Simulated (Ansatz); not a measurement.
# BN: the cost of one run

Program: Ansatz 0.2.0. Level of theory: DFT PBE, scalar-relativistic, plane waves, PAW. These are calculated values, not measurements.

## (1) The structure to begin with

Symmetry: P6_3/mmc, No. 194, hexagonal system. Conventional cell: a = 2.504 Å, b = 2.504 Å, c = 6.661 Å, α = 90.00°, β = 90.00°, γ = 120.00°. B (site symmetry -6m2) has 3 N at 1.45 Å in its first shell of neighbours. Around N (site symmetry -6m2) lie 3 B at 1.45 Å.

Structure file:

```cif
data_structure
_symmetry_space_group_name_H-M 'P6_3/mmc'
_symmetry_Int_Tables_number 194
_cell_length_a 2.5040
_cell_length_b 2.5040
_cell_length_c 6.6612
_cell_angle_alpha 90.000
_cell_angle_beta 90.000
_cell_angle_gamma 120.000
_cell_volume 36.17
loop_
_atom_site_label
_atom_site_type_symbol
_atom_site_symmetry_multiplicity
_atom_site_Wyckoff_symbol
_atom_site_fract_x
_atom_site_fract_y
_atom_site_fract_z
_atom_site_occupancy
B1 B 2 c 0.33333 0.66667 0.25000 1
N1 N 2 d 0.33333 0.66667 0.75000 1
```

The cell is taken as given, not relaxed at this level.

## (2) Zero of energy

The reference gives a free energy of -1084.8094 eV, pressure 3.32 GPa, largest force 0.000 eV/Å and gap on the mesh 4.29 eV. It was computed beforehand with the settings of the runs below.

## (3) Next: freezing in a mode

Mode 9 of the phonon run on this cell, counted from the lowest, is frozen in: each atom moves by x times its row below, so x is the largest displacement.

```
atom      ux     uy     uz
  B1   1.000  0.000  0.000
  B2   0.000  0.000  0.000
  N3   0.000  0.000  0.000
  N4  -0.772  0.000  0.000
```

## (4) x = -0.300 Å

Contents of input.yaml:

```yaml
crystal:
  lattice:
    - [2.5039917043, 0.0, 0.0]
    - [-1.2519958522, 2.1685204268, 0.0]
    - [0.0, 0.0, 6.6612]
  atoms:
    - { symbol: B, position: [0.2135246297, 0.6666666667, 0.25] }
    - { symbol: B, position: [0.6666101773, 0.3333333333, 0.75] }
    - { symbol: "N", position: [0.3333269137, 0.6666666667, 0.75] }
    - { symbol: "N", position: [0.7591798854, 0.3333333333, 0.25] }
basis:
  ecutwfc: 420
kpoints:
  mp_grid: { grid: [12, 12, 4] }
hamiltonian:
  xc: pbe
scf:
  occupations: { method: gaussian, width: 0.05 }
output:
  forces: true
  stress: true
  eigenvalues: true
```

The run is started by

```
$ ansatz run input.yaml --threads 2 --pin off --max-ram 5120MiB --backend cpu --events-out ev --progress --plain --runs-dir out
```

What time and memory should one allow on 2 threads of Intel Xeon Platinum 8488C (Sapphire Rapids), shared host?

About 4 s, with a peak of 0.46 GiB.
